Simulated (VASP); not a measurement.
# ZrO2 (Fm-3m) in VASP: notebook

One crystal, ZrO2, is run at these levels: PBE0, PBE; tasks: electrostatic potential, relaxation of cell and atoms.

Program: VASP 6.6.1. These are calculated values, not measurements. Logs are shortened: lines on timing, memory, paths and dates and some standing lists are left out, and cuts for length are marked.

### 1 The structure

The structure is cubic, space group Fm-3m (No. 225). The conventional cell has a = 5.117 Å, b = 5.117 Å, c = 5.117 Å, α = 90.00°, β = 90.00°, γ = 90.00°. Zr (site symmetry m-3m) is surrounded by 8 O at 2.22 Å. O (site symmetry -43m) has 4 Zr at 2.22 Å as nearest neighbours.

The cell was built by a generator and needn't be a form met in nature.

### 2 Electrostatic potential, PBE0

POSCAR

```
ZrO2                                    
1.0
   -0.0000000000      2.5585688976      2.5585688976
    2.5585688976     -0.0000000000      2.5585688976
    2.5585688976      2.5585688976     -0.0000000000
  Zr              O             
     1     2
Direct
     0.0000000000000000    0.0000000000000000    0.0000000000000000
     0.2500000000000000    0.2500000000000000    0.2500000000000000
     0.7500000000000000    0.7500000000000000    0.7500000000000000
```

INCAR.step1

```
PREC     = Accurate       # precision mode
ENCUT    = 520            # plane-wave cutoff, eV
EDIFF    = 1E-5           # SCF threshold, eV
ISMEAR   = 0              # smearing method
SIGMA    = 0.02           # smearing width, eV
LREAL    = F              # projectors in reciprocal space
LASPH    = T              # aspherical terms in the spheres
NELM     = 60             # most SCF steps
ALGO     = Normal         # electronic algorithm
ISIF     = 2              # what is computed and relaxed
LWAVE    = T              # write WAVECAR
GGA      = PE             # functional
```

INCAR.step2

```
PREC     = Accurate       # precision mode
ENCUT    = 520            # plane-wave cutoff, eV
EDIFF    = 1E-6           # SCF threshold, eV
ISMEAR   = 0              # smearing method
SIGMA    = 0.02           # smearing width, eV
LREAL    = F              # projectors in reciprocal space
LASPH    = T              # aspherical terms in the spheres
NELM     = 60             # most SCF steps
ALGO     = Normal         # electronic algorithm
ISIF     = 2              # what is computed and relaxed
LWAVE    = F              # write WAVECAR
LCHARG   = T              # write CHGCAR
GGA      = PE             # functional
LHFCALC  = T              # exact exchange
AEXX     = 0.25           # exact-exchange fraction
PRECFOCK = Fast         
LVHAR    = T            
ISTART   = 1
```

KPOINTS

```
regular mesh
0
Gamma
  6 6 6
```

Potentials or basis: VASP PAW PBE potentials, release 64 (Zr_sv, O).

Command:

```console
$ cat potpaw_PBE.64/Zr_sv/POTCAR potpaw_PBE.64/O/POTCAR > POTCAR
$ cp INCAR.step1 INCAR
$ mpirun -np 1 vasp_std > vasp.out
$ cp INCAR.step2 INCAR
$ mpirun -np 1 vasp_std > vasp.out
```

OUTCAR:

```text
PREC = Accurate
   ENCUT = 520
   EDIFF = 1E-6
   ISMEAR = 0
   LREAL = F
   LASPH = T
   NELM = 60
   ISIF = 2
   GGA = PE
   LHFCALC = T
   AEXX = 0.25
   PRECFOCK = Fast
   ISTART = 1

 ion  position               nearest neighbor table
   1  0.000  0.000  0.000-   3 2.22   3 2.22   3 2.22   2 2.22   3 2.22   2 2.22   2 2.22   2 2.22

   2  0.250  0.250  0.250-   1 2.22   1 2.22   1 2.22   1 2.22
   3  0.750  0.750  0.750-   1 2.22   1 2.22   1 2.22   1 2.22

  LATTYP: Found a face centered cubic cell.
 ALAT       =     5.1171377952

  Lattice vectors:

 A1 = (   0.0000000000,   2.5585688976,   2.5585688976)
 A2 = (   2.5585688976,   0.0000000000,   2.5585688976)
 A3 = (   2.5585688976,   2.5585688976,   0.0000000000)

Analysis of symmetry for initial positions (statically):
=====================================================================
 Subroutine PRICEL returns:
 Original cell was already a primitive cell.

 Routine SETGRP: Setting up the symmetry group for a
 face centered cubic supercell.

 Subroutine GETGRP returns: Found 48 space group operations
 (whereof 48 operations were pure point group operations)
 out of a pool of 48 trial point group operations.

The static configuration has the point symmetry O_h .

Analysis of symmetry for dynamics (positions and initial velocities):
=====================================================================
 Subroutine PRICEL returns:
 Original cell was already a primitive cell.

 Routine SETGRP: Setting up the symmetry group for a
 face centered cubic supercell.

 Subroutine GETGRP returns: Found 48 space group operations
 (whereof 48 operations were pure point group operations)
 out of a pool of 48 trial point group operations.

The dynamic configuration has the point symmetry O_h .

 Subroutine INISYM returns: Found 48 space group operations
 (whereof 48 operations are pure point group operations),
 and found     1 'primitive' translations

----------------------------------------------------------------------------------------

                                     Primitive cell

  volume of cell :      33.4982

  direct lattice vectors                    reciprocal lattice vectors
     0.000000000  2.558568898  2.558568898    -0.195421746  0.195421746  0.195421746
     2.558568898  0.000000000  2.558568898     0.195421746 -0.195421746  0.195421746
     2.558568898  2.558568898  0.000000000     0.195421746  0.195421746 -0.195421746

  length of vectors
     3.618362835  3.618362835  3.618362835     0.338480392  0.338480392  0.338480392

  position of ions in fractional coordinates (direct lattice)
     0.000000000  0.000000000  0.000000000
     0.250000000  0.250000000  0.250000000
     0.750000000  0.750000000  0.750000000

  ion indices of the primitive-cell ions
   primitive index   ion index
                 1           1
                 2           2
                 3           3

----------------------------------------------------------------------------------------

 KPOINTS: regular mesh

Automatic generation of k-mesh.
 Grid dimensions read from file:
 generate k-points for:    6    6    6

 Generating k-lattice:

  Cartesian coordinates                     Fractional coordinates (reciprocal lattice)
    -0.032570291  0.032570291  0.032570291     0.166666667  0.000000000  0.000000000
     0.032570291 -0.032570291  0.032570291     0.000000000  0.166666667  0.000000000
     0.032570291  0.032570291 -0.032570291     0.000000000  0.000000000  0.166666667

  Length of vectors
     0.056413399  0.056413399  0.056413399

  Shift w.r.t. Gamma in fractional coordinates (k-lattice)
     0.000000000  0.000000000  0.000000000

 Subroutine IBZKPT returns following result:
 ===========================================

 Found     16 irreducible k-points:

 Following reciprocal coordinates:
            Coordinates               Weight
  0.000000  0.000000  0.000000      1.000000
  0.166667  0.000000  0.000000      8.000000
  0.333333  0.000000  0.000000      8.000000
  0.500000  0.000000  0.000000      4.000000
  0.166667  0.166667  0.000000      6.000000
  0.333333  0.166667  0.000000     24.000000
[... 8 lines left out ...]
 -0.333333  0.333333  0.166667     24.000000
 -0.333333  0.500000  0.166667     12.000000
   k-points           NKPTS =     16   k-points in BZ     NKDIM =    216   number of bands    NBANDS=     16
   number of dos      NEDOS =    301   number of ions     NIONS =      3
   total plane-waves  NPLWV =  21952
   dimension x,y,z NGX =    28 NGY =   28 NGZ =   28
   dimension x,y,z NGXF=    56 NGYF=   56 NGZF=   56
   ions per type =               1   2
   NGX,Y,Z   is equivalent  to a cutoff of  12.86, 12.86, 12.86 a.u.
   NGXF,Y,Z  is equivalent  to a cutoff of  25.73, 25.73, 25.73 a.u.
 SYSTEM =  unknown system
   PREC   = accura    normal or accurate (medium, high low for compatibility)
   ISTART =      1    job   : 0-new  1-cont  2-samecut
[... 68 lines left out ...]
 fundamental gap:      5.6732992833
 Fermi energy:         5.7641361484

 k-point     1 :       0.0000    0.0000    0.0000
  band No.  band energies     occupation
      1     -45.4217      2.00000
      2     -21.8028      2.00000
      3     -21.8028      2.00000
      4     -21.8028      2.00000
      5     -14.1819      2.00000
      6     -11.5245      2.00000
[... 8 lines left out ...]
     15      14.3770      0.00000
     16      17.5698      0.00000

 k-point     2 :       0.1667    0.0000    0.0000
  band No.  band energies     occupation
      1     -45.4097      2.00000
      2     -22.0131      2.00000
      3     -21.8228      2.00000
      4     -21.8228      2.00000
      5     -13.7913      2.00000
      6     -11.7828      2.00000
[... 8 lines left out ...]
     15      15.0279      0.00000
     16      16.8017      0.00000

 k-point     3 :       0.3333    0.0000    0.0000
  band No.  band energies     occupation
      1     -45.3858      2.00000
      2     -22.3900      2.00000
      3     -21.8625      2.00000
      4     -21.8625      2.00000
      5     -13.2248      2.00000
      6     -12.0102      2.00000
[... 8 lines left out ...]
     15      14.2246      0.00000
     16      16.6718      0.00000

 k-point     4 :       0.5000    0.0000    0.0000
  band No.  band energies     occupation
      1     -45.3738      2.00000
      2     -22.5615      2.00000
      3     -21.8822      2.00000
      4     -21.8822      2.00000
      5     -13.1743      2.00000
      6     -11.8537      2.00000
[... 8 lines left out ...]
     15      14.0698      0.00000
     16      16.6181      0.00000

 k-point     5 :       0.1667    0.1667    0.0000
  band No.  band energies     occupation
      1     -45.4058      2.00000
      2     -22.0360      2.00000
      3     -21.8525      2.00000
      4     -21.8525      2.00000
      5     -13.6399      2.00000
      6     -11.8852      2.00000
[... 8 lines left out ...]
     15      15.5307      0.00000
     16      16.6081      0.00000

 k-point     6 :       0.3333    0.1667    0.0000
  band No.  band energies     occupation
      1     -45.3858      2.00000
      2     -22.3087      2.00000
      3     -21.9200      2.00000
      4     -21.8967      2.00000
      5     -13.0396      2.00000
      6     -12.1925      2.00000
[... 8 lines left out ...]
     15      14.8120      0.00000
     16      16.1293      0.00000
[... 115 lines left out ...]
 k-point    13 :       0.5000    0.5000    0.0000
  band No.  band energies     occupation
      1     -45.3579      2.00000
      2     -22.6229      2.00000
      3     -21.9980      2.00000
      4     -21.9980      2.00000
      5     -12.7722      2.00000
      6     -11.9314      2.00000
[... 8 lines left out ...]
     15      13.7842      0.00000
     16      15.3144      0.00000

 k-point    14 :       0.5000    0.3333    0.1667
  band No.  band energies     occupation
      1     -45.3699      2.00000
      2     -22.4076      2.00000
      3     -22.0892      2.00000
      4     -21.9292      2.00000
      5     -12.5372      2.00000
      6     -12.3968      2.00000
[... 8 lines left out ...]
     15      14.8332      0.00000
     16      14.8438      0.00000

 k-point    15 :      -0.3333    0.3333    0.1667
  band No.  band energies     occupation
      1     -45.3619      2.00000
      2     -22.3988      2.00000
      3     -22.2200      2.00000
      4     -21.9574      2.00000
      5     -12.5423      2.00000
      6     -12.2163      2.00000
[... 8 lines left out ...]
     15      14.1958      0.00000
     16      14.8667      0.00000

 k-point    16 :      -0.3333    0.5000    0.1667
  band No.  band energies     occupation
      1     -45.3579      2.00000
      2     -22.4773      2.00000
      3     -22.1656      2.00000
      4     -22.0005      2.00000
      5     -12.5475      2.00000
      6     -12.1282      2.00000
[... 8 lines left out ...]
     15      13.9774      0.00000
     16      14.6640      0.00000

------------------------ aborting loop because EDIFF is reached ----------------------------------------

  FORCE on cell =-STRESS in cart. coord.  units (eV):
  Direction    XX          YY          ZZ          XY          YZ          ZX
  --------------------------------------------------------------------------------------
  -------------------------------------------------------------------------------------
  Total       -1.3487133     -1.3487133     -1.3487133     -0.0000000     -0.0000000     -0.0000000
  in kB      -64.5073021    -64.5073021    -64.5073021     -0.0000000     -0.0000000     -0.0000000
  external PRESSURE =     -64.5073021 kB  Pullay stress =       0.0000000 kB

 VOLUME and BASIS-vectors are now :
 -----------------------------------------------------------------------------
  energy-cutoff  :      520.00
  volume of cell :       33.50
      direct lattice vectors                 reciprocal lattice vectors
     0.000000000  2.558568898  2.558568898    -0.195421746  0.195421746  0.195421746
     2.558568898  0.000000000  2.558568898     0.195421746 -0.195421746  0.195421746
     2.558568898  2.558568898  0.000000000     0.195421746  0.195421746 -0.195421746

 POSITION                                       TOTAL-FORCE (eV/Angst)
 -----------------------------------------------------------------------------------
      0.00000      0.00000      0.00000        -0.000000      0.000000      0.000000
      1.27928      1.27928      1.27928         0.000000     -0.000000     -0.000000
      3.83785      3.83785      3.83785        -0.000000      0.000000      0.000000
 -----------------------------------------------------------------------------------
    total drift:                                0.000000     -0.000000     -0.000000

  FREE ENERGIE OF THE ION-ELECTRON SYSTEM (eV)
  ---------------------------------------------------
  free  energy   TOTEN  =       -36.7006764752 eV

  energy  without entropy=      -36.7006764752  energy(sigma->0) =      -36.70067648
```

Run time: 7.8 min. Hardware: 1 thread of Intel Xeon 6975P-C (Granite Rapids), shared host; peak memory 0.17 GiB.

Results:

```
Free energy            : -36.7007 eV
Pressure               : -6.5 GPa
Band gap on the k mesh : 5.67 eV, indirect (least direct gap 6.06 eV)
```

Caveat: the PAW data sets were made with another functional, which shifts forces and pressure a little. A k mesh can miss the band edges.

### 3 Relaxation of cell and atoms, PBE

This run uses another cell than the first one, of 10.86 Å³/atom, 0.973 times its volume.

INCAR

```
SYSTEM = ZrO2
ALGO = Fast
EDIFF = 1E-6
EDIFFG = -0.005
ENCUT = 600
GGA = PE
IBRION = 2
ISIF = 3
ISMEAR = 0
LASPH = .TRUE.
LCHARG = .FALSE.
LREAL = .FALSE.
LWAVE = .FALSE.
NELM = 120
NSW = 40
PREC = Accurate
SIGMA = 0.02
```

KPOINTS

```
k-points
0
G
  10 10 10
  0 0 0
```

POSCAR

```
ZrO2
1.0
    0.0000000000      2.5350000000      2.5350000000
    2.5350000000      0.0000000000      2.5350000000
    2.5350000000      2.5350000000      0.0000000000
Zr O
1 2
Direct
    0.0000000000      0.0000000000      0.0000000000
    0.2500000000      0.2500000000      0.2500000000
    0.7500000000      0.7500000000      0.7500000000
```

Potentials or basis: VASP PAW PBE potentials, release 64 (Zr_sv, O).

Command:

```console
$ cat potpaw_PBE.64/Zr_sv/POTCAR potpaw_PBE.64/O/POTCAR > POTCAR
$ mpirun -np 1 vasp_std > vasp.out
```

It took 2 min on 1 thread of Intel Xeon Platinum 8488C (Sapphire Rapids), shared host; peak memory 0.19 GiB.

Results (log left out):

| Property | Result |
| --- | --- |
| Free energy | -28.5708 eV |
| Relaxed volume | 11.16 Å³/atom |
| Relaxed cell | a = 3.618 Å, b = 3.618 Å, c = 3.618 Å, α = 60.00°, β = 60.00°, γ = 60.00° |
| Space group after relaxing (to 0.05 Å) | Fm-3m (No. 225) |
| Energy gained by relaxing | 6.3 meV/atom |
| Ionic steps | 4 |
| Pressure after relaxing | 0.1 GPa |
| Band gap on the k mesh | 3.31 eV, indirect (least direct gap 3.74 eV) |

Step by step:
| step | energy change (eV) | largest force (eV/Å) | pressure (GPa) | volume (Å³) |
| --- | --- | --- | --- | --- |
| 1 | 0.0000 | 0.0000 | 6.85 | 32.58 |
| 2 | 0.0174 | 0.0000 | -8.44 | 34.82 |
| 3 | -0.0189 | 0.0000 | -0.08 | 33.50 |
| 4 | -0.0189 | 0.0000 | 0.05 | 33.48 |

Final structure:
```xyz
3
Lattice="0.0000 2.5581 2.5581 2.5581 0.0000 2.5581 2.5581 2.5581 0.0000" Properties=species:S:1:pos:R:3 pbc="T T T"
Zr    0.0000    0.0000    0.0000
O     1.2790    1.2790    1.2790
O     3.8371    3.8371    3.8371
```

Levels at points of the mesh, in eV from the valence-band top:
| k point | band 10 | band 11 | band 12 | band 13 | band 14 | band 15 |
| --- | --- | --- | --- | --- | --- | --- |
| (0.00, 0.00, 0.00) | -0.53 | -0.53 | -0.53 | 3.31 | 3.31 | 6.47 |
| (0.50, 0.00, 0.00) | -2.46 | -1.63 | -1.63 | 3.93 | 3.93 | 5.95 |
| (0.50, 0.50, 0.00) | -1.49 | -1.49 | 0.00 | 3.74 | 4.66 | 5.69 |

### 4 Electrostatic potential, PBE

INCAR

```
PREC = Accurate ; ENCUT = 520
EDIFF = 1E-6 ; ISMEAR = 0
SIGMA = 0.02 ; LREAL = F
LASPH = T ; NELM = 80
ALGO = Fast ; ISIF = 2
LWAVE = F ; LCHARG = T
GGA = PE ; LVHAR = T
```

KPOINTS

```
regular mesh
0
Gamma
  10 10 10
```

POSCAR

```
ZrO2                                    
1.0
   -0.0000000000      2.5580700309      2.5580700309
    2.5580700309     -0.0000000000      2.5580700309
    2.5580700309      2.5580700309     -0.0000000000
  Zr              O             
     1     2
Direct
     0.0000000000000000    0.0000000000000000    0.0000000000000000
     0.2500000000000000    0.2500000000000000    0.2500000000000000
     0.7500000000000000    0.7500000000000000    0.7500000000000000
```

Command:

```console
$ cat potpaw_PBE.64/Zr_sv/POTCAR potpaw_PBE.64/O/POTCAR > POTCAR
$ mpirun -np 1 vasp_std > vasp.out
```

It took 46 s on 1 thread of Intel Xeon Platinum 8488C (Sapphire Rapids), shared host; peak memory 0.17 GiB.

Results (log left out):

```yaml
Free_energy: -28.5681 eV
Pressure: 0.3 GPa
Band_gap_on_the_k_mesh: 3.31 eV, indirect (least direct gap 3.74 eV)
```

Levels at points of the mesh, in eV from the valence-band top:
| k point | band 10 | band 11 | band 12 | band 13 | band 14 | band 15 |
| --- | --- | --- | --- | --- | --- | --- |
| (0.00, 0.00, 0.00) | -0.53 | -0.53 | -0.53 | 3.31 | 3.31 | 6.47 |
| (0.50, 0.00, 0.00) | -2.46 | -1.63 | -1.63 | 3.93 | 3.93 | 5.95 |
| (0.50, 0.50, 0.00) | -1.49 | -1.49 | 0.00 | 3.74 | 4.66 | 5.69 |

A k mesh can miss the band edges. A hybrid or GW would open this gap; PBE tends to underestimate it.

### 5 Electrostatic potential, PBE, non-collinear spin, zero start, spin-orbit coupling

INCAR, as its differences from that of step 4:

```diff
@@ -6,2 +6,5 @@
 LWAVE = F ; LCHARG = T
+LNONCOLLINEAR = T ; MAGMOM = 0 0 0 0 0 0 0 0 0
+LORBIT = 11 ; LSORBIT = T
+GGA_COMPAT = F ; LMAXMIX = 4
 GGA = PE ; LVHAR = T
```

KPOINTS is that of step 4.

POSCAR is that of step 4.

Command:

```console
$ cat potpaw_PBE.64/Zr_sv/POTCAR potpaw_PBE.64/O/POTCAR > POTCAR
$ mpirun -np 1 vasp_ncl > vasp.out
```

Wall time 3.5 min (1 thread of Intel Xeon Platinum 8488C (Sapphire Rapids), shared host); peak memory 0.29 GiB.

Results (log left out):

```yaml
Free_energy: -28.6348 eV
Pressure: 0.3 GPa
Net_moment: 0.00 μB per cell
Valence_electrons_inside_the_program's_atomic_spheres: Zr 9.50; O 5.09
```

Moments on the atoms (μB; x, y, z):
```
Zr  0.00 0.00 0.00
O   0.00 0.00 0.00
O   0.00 0.00 0.00
```

### 6 Overview

| task | level | spin | cell | k mesh | cutoff (eV) | grid for exact exchange (PRECFOCK) | exchange at q = 0 | gap on the mesh (eV) | pressure (GPa) |
| --- | --- | --- | --- | --- | --- | --- | --- | --- | --- |
| electrostatic potential | PBE0 | off | Fm-3m, 11.17 Å³/atom | 6 × 6 × 6 | 520 | Fast | default | 5.67 | -6.5 |
| relaxation of cell and atoms | PBE | off | relaxed | 10 × 10 × 10 | 600 | - | - | 3.31 | 0.1 |
| electrostatic potential | PBE | off | Fm-3m, 11.16 Å³/atom | 10 × 10 × 10 | 520 | - | - | 3.31 | 0.3 |
| electrostatic potential | PBE | non-collinear, zero start, SOC | Fm-3m, 11.16 Å³/atom | 10 × 10 × 10 | 520 | - | - | - | 0.3 |

Alike in all rows: potentials or basis VASP PAW PBE potentials, release 64 (Zr_sv, O); smearing gaussian 0.02 eV.

The pressure there spans -6.5 GPa (PBE0) to 0.3 GPa (PBE); a positive pressure means that this level wants a larger cell, a negative one a smaller.

Caveats: the PAW data sets were made with another functional, which shifts forces and pressure a little (some runs).

Total energies depend on the potentials used, so only differences within one code and one set of settings carry meaning.
